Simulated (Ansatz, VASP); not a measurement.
## One calculation of TePb, two programs

```
Te Pb
1.0
     0.00000    3.19122    3.19122
     3.19122    0.00000    3.19122
     3.19122    3.19122    0.00000
Te Pb
1 1
Cartesian
  3.1912 3.1912 3.1912
  0.0000 0.0000 0.0000
```

Alike in both runs: functional LDA; k mesh 8 × 8 × 8; occupations gaussian, width 0.02 eV; no spin polarisation.

Ansatz relaxed the structure, and its values are those at the end. VASP's run is a single point on that final structure, the one shown.

```csv
,VASP,Ansatz
version,VASP 6.6.1,Ansatz 0.2.0
potentials or method,"VASP PAW LDA potentials, release 64 (Te, Pb_d)","scalar-relativistic, plane waves, PAW"
plane-wave cutoff (eV),520,420
valence electrons in the cell,20,30
```

|  | VASP | Ansatz | Ansatz less VASP |
| --- | --- | --- | --- |
| gap on the k mesh at the Fermi level (eV) | 0.56 | 0.57 | +0.016 |
| least direct gap on the mesh (eV) | 0.56 | 0.57 | +0.016 |
| pressure (GPa) | 0.0 | 0.0 | -0.08 |

The two sets of potentials don't hold the same shells in valence.

Caveats: spin-orbit coupling is left out, which as a rule narrows the gap of such compounds by several tenths of an eV. A k mesh can miss the band edges.
